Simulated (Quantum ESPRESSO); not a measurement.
# Al (Fm-3m) in Quantum ESPRESSO: notebook

The runs below take Al through phonons, phonons and electron-phonon coupling, with PBE.

All numbers are computed with Quantum ESPRESSO 7.5; they aren't measurements. Logs are shortened: lines on timing, memory, paths and dates and some standing lists are left out, and cuts for length are marked.

**1. The crystal as given**

It takes space group Fm-3m (No. 225, cubic). The conventional cell has a = 4.050 Å, b = 4.050 Å, c = 4.050 Å, α = 90.00°, β = 90.00°, γ = 90.00°. Al (site symmetry m-3m) has 12 Al at 2.86 Å as nearest neighbours.

**2. Phonons, PBE**

The input, pw.in:

```
&CONTROL
  calculation = 'scf'
  prefix = 'pwscf'
  outdir = './tmp'
  pseudo_dir = './pseudo'
  tprnfor = .true.
  tstress = .true.
  disk_io = 'low'
/
&SYSTEM
  ibrav = 0
  nat = 1
  ntyp = 1
  ecutwfc = 45
  ecutrho = 360
  nbnd = 6
  occupations = 'smearing'
  smearing = 'mv'
  degauss = 0.01469973
/
&ELECTRONS
  conv_thr = 2d-10
  electron_maxstep = 120
  mixing_beta = 0.5
/
ATOMIC_SPECIES
Al    26.9815 al_pbe_v1.uspp.F.UPF
CELL_PARAMETERS bohr
   0.0000000000    3.8263269058    3.8263269058
   3.8263269058    0.0000000000    3.8263269058
   3.8263269058    3.8263269058    0.0000000000
ATOMIC_POSITIONS bohr
Al     0.0000000000    0.0000000000    0.0000000000
K_POINTS automatic
11 11 11 0 0 0
```

The input, relax.in:

```
&CONTROL
  calculation = 'vc-relax'
  prefix = 'pwscf'
  outdir = './tmp'
  pseudo_dir = './pseudo'
  tprnfor = .true.
  tstress = .true.
  disk_io = 'low'
  nstep = 40
  forc_conv_thr = 0.0001
  etot_conv_thr = 1d-06
/
&SYSTEM
  ibrav = 0
  nat = 1
  ntyp = 1
  ecutwfc = 45
  ecutrho = 360
  nbnd = 6
  occupations = 'smearing'
  smearing = 'mv'
  degauss = 0.01469973
/
&ELECTRONS
  conv_thr = 2d-10
  electron_maxstep = 120
  mixing_beta = 0.5
/
&IONS
  ion_dynamics = 'bfgs'
/
&CELL
  cell_dynamics = 'bfgs'
  press = 0
  press_conv_thr = 0.2
/
ATOMIC_SPECIES
Al    26.9815 al_pbe_v1.uspp.F.UPF
CELL_PARAMETERS bohr
   0.0000000000    3.8263269058    3.8263269058
   3.8263269058    0.0000000000    3.8263269058
   3.8263269058    3.8263269058    0.0000000000
ATOMIC_POSITIONS bohr
Al     0.0000000000    0.0000000000    0.0000000000
K_POINTS automatic
11 11 11 0 0 0
```

The input, scf2.in:

```
&CONTROL
  calculation = 'scf'
  prefix = 'pwscf'
  outdir = './tmp'
  pseudo_dir = './pseudo'
  tprnfor = .true.
  tstress = .true.
  disk_io = 'low'
/
&SYSTEM
  ibrav = 0
  nat = 1
  ntyp = 1
  ecutwfc = 45
  ecutrho = 360
  nbnd = 6
  occupations = 'smearing'
  smearing = 'mv'
  degauss = 0.01469973
/
&ELECTRONS
  conv_thr = 1d-13
  electron_maxstep = 120
  mixing_beta = 0.5
  startingpot = 'file'
  startingwfc = 'file'
/
ATOMIC_SPECIES
Al    26.9815 al_pbe_v1.uspp.F.UPF
CELL_PARAMETERS bohr
   0.0000000000    3.8199794062    3.8199794062
   3.8199794062    0.0000000000    3.8199794062
   3.8199794062    3.8199794062    0.0000000000
ATOMIC_POSITIONS bohr
Al     0.0000000000    0.0000000000    0.0000000000
K_POINTS automatic
11 11 11 0 0 0
```

The input, ph.in:

```
phonons of Al
&INPUTPH
  prefix = 'pwscf'
  outdir = './tmp'
  tr2_ph = 1d-18
  fildyn = 'dyn'
  niter_ph = 90
  alpha_mix(1) = 0.4
/
0.3535533906 0.3535533906 0.3535533906
```

Potentials or basis: GBRV 1.5 PBE.

On the command line:

```console
OMP_NUM_THREADS=1 pw.x -in pw.in > pw.out
OMP_NUM_THREADS=1 pw.x -in relax.in > relax.out
OMP_NUM_THREADS=1 pw.x -in scf2.in > scf2.out
OMP_NUM_THREADS=1 ph.x -in ph.in > ph.out
```

pw.out:

```text
This program is part of the open-source Quantum ESPRESSO suite
     for quantum simulation of materials; please cite
[... 9 lines left out ...]
     --------------------
     sticks:   dense  smooth     PW     G-vecs:    dense   smooth      PW
     Sum         733     367    121                12939     4621     893

     Using Slab Decomposition

     bravais-lattice index     =            0
     lattice parameter (alat)  =       5.4112  a.u.
     unit-cell volume          =     112.0408 (a.u.)^3
     number of atoms/cell      =            1
     number of atomic types    =            1
     number of electrons       =         3.00
     number of Kohn-Sham states=            6
     kinetic-energy cutoff     =      45.0000  Ry
     charge density cutoff     =     360.0000  Ry
     scf convergence threshold =      2.0E-10
     mixing beta               =       0.5000
     number of iterations used =            8  plain     mixing
     Exchange-correlation= SLA  PW   PBE  PBE
                           (   1   4   3   4   0   0   0)

     celldm(1)=   5.411243  celldm(2)=   0.000000  celldm(3)=   0.000000
     celldm(4)=   0.000000  celldm(5)=   0.000000  celldm(6)=   0.000000

     crystal axes: (cart. coord. in units of alat)
               a(1) = (   0.000000   0.707107   0.707107 )
               a(2) = (   0.707107   0.000000   0.707107 )
               a(3) = (   0.707107   0.707107   0.000000 )

     reciprocal axes: (cart. coord. in units 2 pi/alat)
               b(1) = ( -0.707107  0.707107  0.707107 )
               b(2) = (  0.707107 -0.707107  0.707107 )
               b(3) = (  0.707107  0.707107 -0.707107 )

     PseudoPot. # 1 for Al read from file:
     al_pbe_v1.uspp.F.UPF
     Pseudo is Ultrasoft + core correction, Zval =  3.0
     Generated by new atomic code, or converted to UPF format
     Using radial grid of  893 points,  3 beta functions with:
                l(1) =   0
                l(2) =   1
                l(3) =   2
     Q(r) pseudized with  8 coefficients,  rinner =    0.900   0.900   0.900
                                                       0.900   0.900

     atomic species   valence    mass     pseudopotential
     Al                3.00    26.98150     Al( 1.00)

     48 Sym. Ops., with inversion, found

   Cartesian axes

     site n.     atom                  positions (alat units)
         1        Al     tau(   1) = (   0.0000000   0.0000000   0.0000000  )

     number of k points=    56  Marzari-Vanderbilt smearing, width (Ry)=  0.0147
                       cart. coord. in units 2pi/alat
        k(    1) = (   0.0000000   0.0000000   0.0000000), wk =   0.0015026
        k(    2) = (   0.0642824   0.0642824  -0.0642824), wk =   0.0120210
        k(    3) = (   0.1285649   0.1285649  -0.1285649), wk =   0.0120210
        k(    4) = (   0.1928473   0.1928473  -0.1928473), wk =   0.0120210
        k(    5) = (   0.2571297   0.2571297  -0.2571297), wk =   0.0120210
        k(    6) = (   0.3214122   0.3214122  -0.3214122), wk =   0.0120210
[... 48 lines left out ...]
        k(   55) = (  -0.0642824  -0.4499770   0.7071068), wk =   0.0360631
        k(   56) = (   0.0000000  -0.3856946   0.6428243), wk =   0.0360631

     Dense  grid:    12939 G-vectors     FFT dimensions: (  36,  36,  36)

     Smooth grid:     4621 G-vectors     FFT dimensions: (  24,  24,  24)

     Initial potential from superposition of free atoms

     starting charge       2.9975, renormalised to       3.0000
     Starting wfcs are    4 randomized atomic wfcs +    2 random wfcs

     Self-consistent Calculation

     iteration #  1     ecut=    45.00 Ry     beta= 0.50
     Davidson diagonalization with overlap
     ethr =  1.00E-02,  avg # of iterations =  5.6

     Threshold (ethr) on eigenvalues was too large:
     Diagonalizing with lowered threshold

     Davidson diagonalization with overlap
     ethr =  2.03E-04,  avg # of iterations =  2.0

     total energy              =      -6.70860339 Ry
     estimated scf accuracy    <       0.00610189 Ry

     iteration #  2     ecut=    45.00 Ry     beta= 0.50
     Davidson diagonalization with overlap
     ethr =  2.03E-04,  avg # of iterations =  1.0

     total energy              =      -6.70823751 Ry
     estimated scf accuracy    <       0.00129165 Ry

     iteration #  3     ecut=    45.00 Ry     beta= 0.50
     Davidson diagonalization with overlap
     ethr =  4.31E-05,  avg # of iterations =  1.3

     total energy              =      -6.70828448 Ry
     estimated scf accuracy    <       0.00000353 Ry

     iteration #  4     ecut=    45.00 Ry     beta= 0.50
     Davidson diagonalization with overlap
     ethr =  1.18E-07,  avg # of iterations =  3.4

     total energy              =      -6.70828512 Ry
     estimated scf accuracy    <       0.00000003 Ry

     iteration #  5     ecut=    45.00 Ry     beta= 0.50
     Davidson diagonalization with overlap
     ethr =  8.36E-10,  avg # of iterations =  1.6

     total energy              =      -6.70828513 Ry
     estimated scf accuracy    <          1.5E-09 Ry

     iteration #  6     ecut=    45.00 Ry     beta= 0.50
     Davidson diagonalization with overlap
     ethr =  5.11E-11,  avg # of iterations =  1.1

     End of self-consistent calculation

          k = 0.0000 0.0000 0.0000 (   537 PWs)   bands (ev):

    -3.2827  20.4222  20.4222  21.6677  21.6677  21.6677

          k = 0.0643 0.0643-0.0643 (   555 PWs)   bands (ev):

    -3.0589  17.4808  19.7342  19.7342  22.4022  22.6797
[... 81 lines left out ...]
          k =-0.0643-0.3214 0.3214 (   571 PWs)   bands (ev):

     0.4818   8.9901  12.3538  18.0260  19.9733  22.9387

          k = 0.0000-0.2571 0.2571 (   568 PWs)   bands (ev):

    -0.9104  11.6696  13.0669  19.5797  21.5787  22.7157

          k = 0.3857 0.0000-0.0000 (   568 PWs)   bands (ev):

    -0.6171  14.9576  14.9648  14.9648  14.9649  18.3306
[... 33 lines left out ...]
          k =-0.0000-0.5143 0.5143 (   574 PWs)   bands (ev):

     5.9596   6.1546   7.6083  14.5291  16.1949  24.1202

          k = 0.6428-0.0000 0.0000 (   584 PWs)   bands (ev):

     3.9395   7.3533  13.2147  13.4417  13.4417  16.8050

          k =-0.0000-0.6428 0.6428 (   578 PWs)   bands (ev):

     5.0473   6.3986  10.8558  13.5061  14.7011  18.0574

          k = 0.2571 0.1286 0.0000 (   568 PWs)   bands (ev):

    -1.7961  13.8591  15.0386  19.6002  19.7607  21.4551

          k = 0.3214 0.1928-0.0643 (   573 PWs)   bands (ev):

    -0.6899  10.9128  14.1716  17.7612  19.9688  22.9292
[... 25 lines left out ...]
          k =-0.0643-0.3214 0.4500 (   567 PWs)   bands (ev):

     2.2203   7.6009  10.9943  14.6197  20.7020  22.6155

          k = 0.0000-0.2571 0.3857 (   572 PWs)   bands (ev):

     0.5542  10.0202  11.4678  16.0062  21.9535  21.9545

          k = 0.5143 0.1286 0.0000 (   578 PWs)   bands (ev):

     1.7100  11.1233  11.1368  12.4937  17.1582  19.2342

          k =-0.1286-0.5143 0.6428 (   571 PWs)   bands (ev):

     3.3501   8.6835   9.7602  12.0818  17.9662  21.3160

          k =-0.0643-0.4500 0.5785 (   567 PWs)   bands (ev):

     5.3382   6.1973   8.7870  12.4953  18.5774  24.2463

          k = 0.0000-0.3857 0.5143 (   574 PWs)   bands (ev):

     4.0050   7.2607   8.7174  13.3554  19.4802  25.1887

          k =-0.0643-0.5785 0.7071 (   575 PWs)   bands (ev):

     4.2225   7.6312  10.5729  11.9336  16.6207  18.7427
[... 13 lines left out ...]
          k =-0.0643-0.4500 0.7071 (   568 PWs)   bands (ev):

     5.0680   8.3661   8.4221   9.9305  20.4288  22.0034

          k = 0.0000-0.3857 0.6428 (   578 PWs)   bands (ev):

     6.4562   6.7079   8.1170   9.9747  21.6305  24.3631

     the Fermi energy is     7.8546 ev

!    total energy              =      -6.70828513 Ry
     estimated scf accuracy    <          2.6E-11 Ry
     smearing contrib. (-TS)   =       0.00002450 Ry
     internal energy E=F+TS    =      -6.70830963 Ry

     The total energy is F=E-TS. E is the sum of the following terms:
     one-electron contribution =       2.96563975 Ry
     hartree contribution      =       0.00824474 Ry
     xc contribution           =      -4.29010927 Ry
     ewald contribution        =      -5.39208485 Ry

     convergence has been achieved in   6 iterations

     Forces acting on atoms (cartesian axes, Ry/au):

     atom    1 type  1   force =     0.00000000    0.00000000    0.00000000

     Total force =     0.000000     Total SCF correction =     0.000000

     Computing stress (Cartesian axis) and pressure

          total   stress  (Ry/bohr**3)                   (kbar)     P=       -3.89
  -0.00002647  -0.00000000  -0.00000000           -3.89       -0.00       -0.00
  -0.00000000  -0.00002647  -0.00000000           -0.00       -3.89       -0.00
  -0.00000000  -0.00000000  -0.00002647           -0.00       -0.00       -3.89

=------------------------------------------------------------------------------=
   JOB DONE.
=------------------------------------------------------------------------------=
```

relax.out:

```text
This program is part of the open-source Quantum ESPRESSO suite
     for quantum simulation of materials; please cite
[... 9 lines left out ...]
     --------------------
     sticks:   dense  smooth     PW     G-vecs:    dense   smooth      PW
     Sum         733     367    121                12939     4621     893
[... 1804 lines left out ...]
  -0.00000010   0.00000000   0.00000000           -0.01        0.00        0.00
   0.00000000  -0.00000010   0.00000000            0.00       -0.01        0.00
   0.00000000   0.00000000  -0.00000010            0.00        0.00       -0.01

=------------------------------------------------------------------------------=
   JOB DONE.
=------------------------------------------------------------------------------=
```

Wall time 38 s (1 thread of Arm Neoverse V1, shared host); peak memory 0.09 GiB.

Results:

| Property | Result |
| --- | --- |
| Free energy | -91.2710 eV |
| Relaxed volume | 16.52 Å³/atom |
| Relaxed cell | a = 2.859 Å, b = 2.859 Å, c = 2.859 Å, α = 60.00°, β = 60.00°, γ = 60.00° |
| Space group after relaxing (to 0.05 Å) | Fm-3m (No. 225) |
| Pressure after relaxing | 0.0 GPa |
| Band gap on the k mesh | none (metal or under the smearing width) |
| Highest phonon frequency at the q point run | 298 cm⁻¹ |

The path:
```
step  energy change (eV)  largest force (eV/Å)  pressure (GPa)  volume (Å³)
   1              0.0000                0.0000           -0.39        16.60
   2             -0.0001                0.0000           -0.24        16.57
   3             -0.0001                0.0000            0.00        16.52
   4             -0.0001                0.0000            0.00        16.52
```

Final structure:
```cif
data_structure
_symmetry_space_group_name_H-M 'P 1'
_symmetry_Int_Tables_number 1
_cell_length_a 2.8588
_cell_length_b 2.8588
_cell_length_c 2.8588
_cell_angle_alpha 60.000
_cell_angle_beta 60.000
_cell_angle_gamma 60.000
_cell_volume 16.52
loop_
_atom_site_label
_atom_site_type_symbol
_atom_site_fract_x
_atom_site_fract_y
_atom_site_fract_z
_atom_site_occupancy
Al1 Al 0.00000 0.00000 0.00000 1
```

Phonon frequencies in cm⁻¹ (negative: imaginary):
```
              q point  frequencies
(0.500, 0.500, 0.500)  139 139 298
```

Phonon modes at q = (0.500, 0.500, 0.500) in reciprocal lattice units:
```tsv
mode	symmetry	cm⁻¹
1	E_u	139
2	E_u	139
3	A_2u	298
```

Caveat: the q point doesn't lie on the k mesh, which can shift a metal's frequencies strongly unless the mesh is converged.

(Part 1 of 4 ends here.)
